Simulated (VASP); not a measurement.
# Cu (Fm-3m) in VASP: further runs

Runs on Cu. Level: r2SCAN. Tasks: relaxation of cell and atoms, vibrations by finite differences.

Everything below comes from runs of VASP 6.6.1. Logs are shortened: lines on timing, memory, paths and dates and some standing lists are left out, and cuts for length are marked.

### Step 1. Starting point

The structure is cubic, space group Fm-3m (No. 225). Conventional cell: a = 3.615 Å, b = 3.615 Å, c = 3.615 Å, α = 90.00°, β = 90.00°, γ = 90.00°. Cu (site symmetry m-3m) is surrounded by 12 Cu at 2.56 Å.

### Step 2. Relaxation of cell and atoms, r2SCAN

Input file INCAR:

```
SYSTEM = Cu
PREC = Accurate
ENCUT = 520
EDIFF = 1E-7
ISMEAR = 0
SIGMA = 0.1
LREAL = .False.
LASPH = .True.
NELM = 80
ALGO = Normal
ISIF = 3
LWAVE = .False.
LCHARG = .False.
METAGGA = R2SCAN
LMIXTAU = .True.
IBRION = 2
NSW = 80
EDIFFG = -0.002
```

Input file KPOINTS:

```
Automatic mesh
0
Gamma
  20 20 20
  0 0 0
```

Input file POSCAR:

```
Cu
1.0
    0.0000000000      1.8075000000      1.8075000000
    1.8075000000      0.0000000000      1.8075000000
    1.8075000000      1.8075000000      0.0000000000
Cu
1
Direct
    0.0000000000      0.0000000000      0.0000000000
```

Potentials or basis: VASP PAW PBE potentials, release 64 (Cu).

Started as:

```
$ cat potpaw_PBE.64/Cu/POTCAR > POTCAR
$ mpirun -np 1 vasp_std > vasp.out
```

OUTCAR:

```text
SYSTEM = Cu
   PREC = Accurate
   ENCUT = 520
   EDIFF = 1E-7
   ISMEAR = 0
   LREAL = .False.
   LASPH = .True.
   NELM = 80
   ISIF = 3
   METAGGA = R2SCAN
   IBRION = 2
   NSW = 80
   EDIFFG = -0.002

 ion  position               nearest neighbor table
   1  0.000  0.000  0.000-

  LATTYP: Found a face centered cubic cell.
 ALAT       =     3.6150000000

  Lattice vectors:

 A1 = (   0.0000000000,   1.8075000000,   1.8075000000)
 A2 = (   1.8075000000,   0.0000000000,   1.8075000000)
 A3 = (   1.8075000000,   1.8075000000,   0.0000000000)

Analysis of symmetry for initial positions (statically):
=====================================================================
 Subroutine PRICEL returns:
 Original cell was already a primitive cell.

 Routine SETGRP: Setting up the symmetry group for a
 face centered cubic supercell.

 Subroutine GETGRP returns: Found 48 space group operations
 (whereof 48 operations were pure point group operations)
 out of a pool of 48 trial point group operations.

The static configuration has the point symmetry O_h .

Analysis of symmetry for dynamics (positions and initial velocities):
=====================================================================
 Subroutine PRICEL returns:
 Original cell was already a primitive cell.

 Routine SETGRP: Setting up the symmetry group for a
 face centered cubic supercell.

 Subroutine GETGRP returns: Found 48 space group operations
 (whereof 48 operations were pure point group operations)
 out of a pool of 48 trial point group operations.

The dynamic configuration has the point symmetry O_h .

 Subroutine INISYM returns: Found 48 space group operations
 (whereof 48 operations are pure point group operations),
 and found     1 'primitive' translations

----------------------------------------------------------------------------------------

                                     Primitive cell

  volume of cell :      11.8104

  direct lattice vectors                    reciprocal lattice vectors
     0.000000000  1.807500000  1.807500000    -0.276625173  0.276625173  0.276625173
     1.807500000  0.000000000  1.807500000     0.276625173 -0.276625173  0.276625173
     1.807500000  1.807500000  0.000000000     0.276625173  0.276625173 -0.276625173

  length of vectors
     2.556191014  2.556191014  2.556191014     0.479128854  0.479128854  0.479128854

[... 94 lines left out ...]
   EFERMI_NEDOS =   21; number of points for ismear=-14 and -15
   IALGO  =     38    algorithm
   IMIX   =      4    mixing-type and parameters
     AMIX     =   0.40;   BMIX     =  1.00
     AMIX_MAG =   1.60;   BMIX_MAG =  1.00
  volume/ion in A,a.u.               =      11.81        79.70
  Fermi-wavevector in a.u.,A,eV,Ry     =   1.598763  3.021224 34.777078  2.556043
  Thomas-Fermi vector in A             =   2.696162
   LORBIT       =      0    0 simple, 1 ext, 2 COOP (PROOUT), +10 PAW based schemes
   METAGGA = R2SCAN    functional components
   LHFCALC =     F    Hartree Fock is set to
   AEXX    =    0.0000 exact exchange contribution
   IVDW    =     0    specifies the selected vdW correction
   LEPSILON=     F    determine dielectric tensor
   LRPA    =     F    only Hartree local field effects (RPA)
 conjugate gradient relaxation of ions
 non-spin polarized calculation
 Gauss-broadening in eV      SIGMA  =   0.10
  energy-cutoff  :      520.00
  volume of cell :       11.81
 maximum number of plane-waves:       332
   NGX =  9   NGY =  9   NGZ =  9

--------------------------------------- Ionic step        1  -------------------------------------------

 number of electron      11.0000001 magnetization

 Free energy of the ion-electron system (eV)
  ---------------------------------------------------
  ext. energy  EPLUGINS =         0.00000000
  ---------------------------------------------------
  free energy    TOTEN  =       -10.82420926 eV

  energy without entropy =      -10.82300044  energy(sigma->0) =      -10.82360485

------------------------ aborting loop because EDIFF is reached ----------------------------------------

  FORCE on cell =-STRESS in cart. coord.  units (eV):
  Direction    XX          YY          ZZ          XY          YZ          ZX
  --------------------------------------------------------------------------------------
  -------------------------------------------------------------------------------------
  Total       -0.3071524     -0.3071524     -0.3071524      0.0000000      0.0000000      0.0000000
  in kB      -41.6677113    -41.6677113    -41.6677113      0.0000000      0.0000000      0.0000000
  external PRESSURE =     -41.6677113 kB  Pullay stress =       0.0000000 kB
[... 127 lines left out ...]
--------------------------------------- Ionic step        5  -------------------------------------------

 number of electron      11.0000011 magnetization

 Free energy of the ion-electron system (eV)
  ---------------------------------------------------
  ext. energy  EPLUGINS =         0.00000000
  ---------------------------------------------------
  free energy    TOTEN  =       -10.82839232 eV

  energy without entropy =      -10.82721390  energy(sigma->0) =      -10.82780311

 E-fermi :   7.7105     XC(G=0): -13.9305

 val. band max:        7.7051533319   @ k =   0.5000   0.2500   0.1000
 cond. band min:       7.7577845201   @ k =  -0.4500   0.1000   0.0000
 fundamental gap:      0.0526311881
 Fermi energy:         7.7104650642

 k-point     1 :       0.0000    0.0000    0.0000
  band No.  band energies     occupation
      1      -2.1462      2.00000
      2       4.5188      2.00000
      3       4.5189      2.00000
      4       4.5189      2.00000
      5       5.3709      2.00000
      6       5.3709      2.00000
      7      31.3530      0.00000
      8      34.6060      0.00000
      9      34.6062      0.00000
[... 265 lines left out ...]
 k-point    24 :      -0.3500    0.0500    0.0000
  band No.  band energies     occupation
      1       1.8733      2.00000
      2       4.5343      2.00000
      3       4.5765      2.00000
      4       4.7138      2.00000
      5       5.7151      2.00000
      6       6.0172      2.00000
      7      15.5313      0.00000
      8      28.6963      0.00000
      9      31.1837      0.00000

 [... further k-points ...]

------------------------ aborting loop because EDIFF is reached ----------------------------------------

  FORCE on cell =-STRESS in cart. coord.  units (eV):
  Direction    XX          YY          ZZ          XY          YZ          ZX
  --------------------------------------------------------------------------------------
  -------------------------------------------------------------------------------------
  Total       -0.0011241     -0.0011241     -0.0011241     -0.0000000     -0.0000000      0.0000000
  in kB       -0.1567549     -0.1567549     -0.1567549     -0.0000000     -0.0000000      0.0000000
  external PRESSURE =      -0.1567549 kB  Pullay stress =       0.0000000 kB
[... 16 lines left out ...]
  FREE ENERGIE OF THE ION-ELECTRON SYSTEM (eV)
  ---------------------------------------------------
  free  energy   TOTEN  =       -10.8283923238 eV

  energy  without entropy=      -10.8272139041  energy(sigma->0) =      -10.82780311

 reached required accuracy - stopping structural energy minimisation
```

CONTCAR:

```text
Cu
   1.00000000000000
     0.0000000000000000    1.7909630728902848    1.7909630728902848
     1.7909630728902848    0.0000000000000000    1.7909630728902848
     1.7909630728902848    1.7909630728902848   -0.0000000000000000
  Cu
     1
Direct
     0.0000000000000000    0.0000000000000000    0.0000000000000000

  0.00000000E+00  0.00000000E+00  0.00000000E+00
```

It took 4.2 min on 1 thread of AMD EPYC 9R45 (Zen 5), shared host; peak memory 0.13 GiB.

What came out:

* Free energy: -10.8284 eV
* Relaxed volume: 11.49 Å³/atom
* Relaxed cell: a = 2.533 Å, b = 2.533 Å, c = 2.533 Å, α = 60.00°, β = 60.00°, γ = 60.00°
* Space group after relaxing (to 0.05 Å): Fm-3m (No. 225)
* Energy gained by relaxing: 4.2 meV/atom
* Ionic steps: 5
* Pressure after relaxing: 0.0 GPa
* Band gap on the k mesh: none (metal or under the smearing width)

The path:
```tsv
step	energy change (eV)	largest force (eV/Å)	pressure (GPa)	volume (Å³)
1	0.0000	0.0000	-4.17	11.81
2	-0.0024	0.0000	2.85	11.29
3	-0.0042	0.0000	-0.19	11.50
4	-0.0042	0.0000	0.08	11.48
5	-0.0042	0.0000	-0.02	11.49
```

Final structure:
```
CELL_PARAMETERS angstrom
0.00000 1.79096 1.79096
1.79096 0.00000 1.79096
1.79096 1.79096 0.00000
ATOMIC_POSITIONS crystal
Cu 0.00000 0.00000 0.00000
```

Caveat: the PAW data sets were made with another functional, which shifts forces and pressure a little.

### Step 3. Relaxation of cell and atoms, r2SCAN

This run uses another cell than the first one, of 11.49 Å³/atom, 0.973 times its volume.

INCAR is that of step 2.

KPOINTS is that of step 2.

Input file POSCAR:

```
Cu                                      
1.0
    0.0000000000      1.7909630729      1.7909630729
    1.7909630729      0.0000000000      1.7909630729
    1.7909630729      1.7909630729     -0.0000000000
  Cu            
     1
Direct
     0.0000000000000000    0.0000000000000000    0.0000000000000000
```

Potentials or basis: VASP PAW PBE potentials, release 64 (Cu).

Started as:

```
$ cat potpaw_PBE.64/Cu/POTCAR > POTCAR
$ mpirun -np 1 vasp_std > vasp.out
```

It took 2.3 min on 1 thread of AMD EPYC 9R45 (Zen 5), shared host; peak memory 0.12 GiB.

Results (log left out):

```yaml
Free_energy: -10.8283 eV
Relaxed_volume: 11.49 Å³/atom
Relaxed_cell: a = 2.533 Å, b = 2.533 Å, c = 2.533 Å, α = 60.00°, β = 60.00°, γ = 60.00°
Space_group_after_relaxing_to_0.05_Å: Fm-3m (No. 225)
Energy_gained_by_relaxing: 0.0 meV/atom
Ionic_steps: 3
Pressure_after_relaxing: 0.0 GPa
Band_gap_on_the_k_mesh: none (metal or under the smearing width)
```

Final structure:
```
CELL_PARAMETERS angstrom
0.00000 1.79075 1.79075
1.79075 0.00000 1.79075
1.79075 1.79075 0.00000
ATOMIC_POSITIONS crystal
Cu 0.00000 0.00000 0.00000
```

Levels at points of the mesh, in eV from the Fermi level:
```csv
k point,band 2,band 3,band 4,band 5,band 6,band 7,band 8,band 9
"(0.00, 0.00, 0.00)",-3.19,-3.19,-3.19,-2.34,-2.34,23.65,26.90,26.90
"(0.50, 0.00, 0.00)",-3.24,-3.24,-1.73,-1.73,-1.10,4.15,22.14,23.62
"(0.50, 0.50, 0.00)",-4.70,-1.76,-1.57,-1.57,1.60,7.66,14.02,14.02
```

Caveat: the PAW data sets were made with another functional, which shifts forces and pressure a little.

### Step 4. Vibrations by finite differences, r2SCAN

This run uses another cell than the first one, of 11.49 Å³/atom, 0.972 times its volume.

Input file INCAR:

```
SYSTEM = Cu
  PREC = Accurate
  ENCUT = 520
  EDIFF = 1E-8
  ISMEAR = 0
  SIGMA = 0.1
  LREAL = .False.
  LASPH = .True.
  NELM = 80
  ALGO = Normal
  ISIF = 3
  LWAVE = .False.
  LCHARG = .False.
  METAGGA = R2SCAN
  LMIXTAU = .True.
  NBANDS = 12
  IBRION = 6
  NFREE = 2
  POTIM = 0.015
  NSW = 1
```

Input file KPOINTS:

```
regular mesh
0
Gamma
  20 20 20
  0 0 0
```

Input file POSCAR:

```
Cu                                      
1.0
   -0.0000000000      1.7907529327      1.7907529327
    1.7907529327     -0.0000000000      1.7907529327
    1.7907529327      1.7907529327      0.0000000000
  Cu            
     1
Direct
     0.0000000000000000    0.0000000000000000    0.0000000000000000
```

Started as:

```
$ cat potpaw_PBE.64/Cu/POTCAR > POTCAR
$ mpirun -np 1 vasp_std > vasp.out
```

It took 1.6 h on 1 thread of AMD EPYC 9R45 (Zen 5), shared host; peak memory 0.57 GiB.

The run converged. Its results:

```
Elastic constants C11, C12, C44 : 206, 140, 97 GPa
Voigt bulk modulus              : 162 GPa
```

Elastic tensor in Voigt notation (GPa, in the Cartesian axes of the cell as first typed):
```
206 140 140   0   0   0
140 206 140   0   0   0
140 140 206   0   0   0
  0   0   0  97   0   0
  0   0   0   0  97   0
  0   0   0   0   0  97
```

Clamped-ion elastic tensor (GPa):
```
206 140 140   0   0   0
140 206 140   0   0   0
140 140 206   0   0   0
  0   0   0  97   0   0
  0   0   0   0  97   0
  0   0   0   0   0  97
```

Caveat: elastic constants of metals need much finer meshes, so these are rough; the PAW data sets were made with another functional, which shifts forces and pressure a little.
